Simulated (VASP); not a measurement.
Crystal: SnO.

```
Sn O
1.0
     3.81370    0.00000    0.00000
     0.00000    3.81370    0.00000
     0.00000    0.00000    4.88691
Sn O
2 2
Direct
  0.50000 0.00000 0.76463
  0.00000 0.50000 0.23537
  0.00000 0.00000 0.00000
  0.50000 0.50000 0.00000
```

The cell is a database's computed one.

- Program: VASP 6.6.1
- Task: relaxation of cell and atoms
- Functional: vdW-DF
- Potentials or basis: VASP PAW PBE potentials, release 64 (Sn_d, O)
- Cutoff: 600 eV
- k mesh: 7 × 7 × 6
- Occupations: fermi-dirac, width 0.05 eV
- Spin: no spin polarisation

At the start: pressure 7.7 GPa; volume 17.77 Å³/atom.

Q: Where does the relaxation end?

A: Over 16 steps the energy falls by 40.2 meV/atom and the volume is 20.53 Å³/atom (+15.5 %); space group P4/nmm (No. 129, to 0.05 Å).

Step by step:
| step | energy change (eV) | largest force (eV/Å) | pressure (GPa) | volume (Å³) |
| --- | --- | --- | --- | --- |
| 1 | 0.0000 | 0.7745 | 7.67 | 71.08 |
| 2 | -0.0371 | 1.2481 | -4.22 | 80.19 |
| 3 | -0.1213 | 0.4142 | 0.44 | 75.80 |
| 4 | -0.1346 | 0.2469 | 0.28 | 76.71 |
| 5 | -0.1404 | 0.0614 | 0.10 | 77.79 |
| 6 | -0.1448 | 0.0359 | 0.19 | 78.14 |
| 7 | -0.1539 | 0.0432 | 0.53 | 79.16 |
| 8 | -0.1552 | 0.2111 | 1.31 | 81.14 |
| 9 | -0.1570 | 0.1565 | 1.03 | 80.46 |
| 10 | -0.1592 | 0.0838 | 0.65 | 81.05 |
| 11 | -0.1604 | 0.0065 | 0.28 | 81.67 |
| 12 | -0.1592 | 0.1467 | -0.41 | 82.91 |
| 13 | -0.1606 | 0.0341 | 0.09 | 82.00 |
| 14 | -0.1606 | 0.0307 | 0.12 | 81.97 |
| 15 | -0.1607 | 0.0247 | 0.09 | 82.00 |
| 16 | -0.1609 | 0.0098 | 0.04 | 82.11 |

Final structure:
```yaml
crystal:
  lattice:
    - [3.92341, 0.00000, 0.00000]
    - [0.00000, 3.92341, 0.00000]
    - [0.00000, 0.00000, 5.33411]
  atoms:
    - { symbol: Sn, position: [0.50000, 0.00000, 0.78002] }
    - { symbol: Sn, position: [0.00000, 0.50000, 0.21998] }
    - { symbol: O, position: [0.00000, 0.00000, 0.00000] }
    - { symbol: O, position: [0.50000, 0.50000, 0.00000] }
```

Caveat: the volume moved by over 15 % at a fixed basis, so the end points are rough; the PAW data sets were made with another functional, which shifts forces and pressure a little.
